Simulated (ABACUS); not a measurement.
Rh:

```
CELL_PARAMETERS angstrom
0.00000 1.89785 1.89785
1.89785 0.00000 1.89785
1.89785 1.89785 0.00000
ATOMIC_POSITIONS crystal
Rh 0.00000 0.00000 0.00000
```

Base run:

* Program: ABACUS 3.10.1
* Functional: RPBE
* Potentials or basis: PseudoDojo NC SR 0.4.1 PBE standard
* Cutoff: 1211 eV
* Density cutoff: 4844 eV
* Basis: plane waves
* k mesh: 10 × 10 × 10
* Occupations: fermi-dirac, width 0.05 eV
* Spin: no spin polarisation

Its results: band gap on the k mesh none (metal or under the smearing width); pressure 12.5 GPa.

Q: The run is repeated on the same cell with these changes: functional from RPBE to PBE; potentials or basis from PseudoDojo NC SR 0.4.1 PBE standard to PseudoDojo NC SR 0.5 PBE stringent. What comes out?

A: Band gap on the k mesh none (metal or under the smearing width); pressure 7.8 GPa.

Caveats: the potentials were made for another functional, which shifts forces and pressure (some runs).
